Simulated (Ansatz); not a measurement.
**GaN in Ansatz: the effect of functional**

Crystal: GaN.

```xyz
8
Lattice="3.2115 0.0000 0.0000 -1.6058 2.7813 0.0000 0.0000 0.0000 10.3568" Properties=species:S:1:pos:R:3 pbc="T T T"
Ga    0.0000    0.0000    8.1391
Ga    1.6058    0.9271    0.3868
Ga    0.0000    1.8542    5.5652
Ga    0.0000    0.0000    2.9607
N     0.0000    0.0000    0.9636
N     1.6058    0.9271    3.5601
N     0.0000    0.0000    6.1420
N     0.0000    1.8542    8.7385
```

The cell is a database's computed one.

Alike in all runs:

```yaml
Program: Ansatz 0.2.0
Task: band structure
Potentials_or_basis: all-electron LAPW, scalar-relativistic
Basis_error_allowed: 0.002 eV/atom
k_mesh: 10 × 10 × 3
Occupations: fermi-dirac, width 0.05 eV
Spin: no spin polarisation
```

```csv
functional,cutoff,gap on the mesh (eV),pressure (GPa),largest force (eV/Å)
PBEsol,393 eV (chosen from the basis error),0.79,-6.1,0.24
LDA,394 eV (chosen from the basis error),0.83,-10.9,0.22
PBE,393 eV (chosen from the basis error),?,?,?
```

Task: What does the run with functional PBE give?

Result: gap on the mesh 0.83 eV; pressure -0.2 GPa; largest force 0.32 eV/Å.

